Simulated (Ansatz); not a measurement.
# SnTe: pressure against volume, fitted

```
CELL_PARAMETERS angstrom
0.00000 3.15650 3.15650
3.15650 0.00000 3.15650
3.15650 3.15650 0.00000
ATOMIC_POSITIONS crystal
Sn 0.00000 0.00000 0.00000
Te 0.50000 0.50000 0.50000
```

Atom numbers follow the list: Sn1, Te2.

The cell is COD entry 9008726, as deposited and not checked against the literature; nothing was relaxed.

Spin–orbit coupling is left out, though it moves levels of the heavy atoms by tenths of an eV or more.

Level of theory: DFT, PBE, all-electron LAPW, scalar-relativistic (Ansatz 0.2.0).

Numerical set-up: a Γ-centred 11×11×11 k mesh, Fermi–Dirac smearing of 0.08 eV, basis error target 0.25 meV/atom, no spin polarisation.

The cell is scaled evenly. Fractional coordinates are held (clamped ions).

```tsv
V (Å³/atom)	P (GPa)
29.877	4.85
30.192	4.22
30.664	3.35
30.821	3.07
31.135	2.54
31.450	2.03
31.764	1.55
32.079	1.10
32.236	0.88
32.708	0.26
33.022	-0.13
33.337	-0.50
```

(1) Fit a third-order Birch–Murnaghan curve to the pressures.

(2) Predict the pressure at the withheld volume, 29.563 Å³/atom.

Results:

(1) P = (3B0/2)(y^(7/2) − y^(5/2))[1 + (3/4)(B0′ − 4)(y − 1)] with y = (V0/V)^(2/3) fits within 0.01 GPa for V0 = 32.915 Å³/atom, B0 = 40.3 GPa and B0′ = 4.47.

(2) There y = 1.0742, so the fit gives 5.51 GPa; the run gave 5.50 GPa.
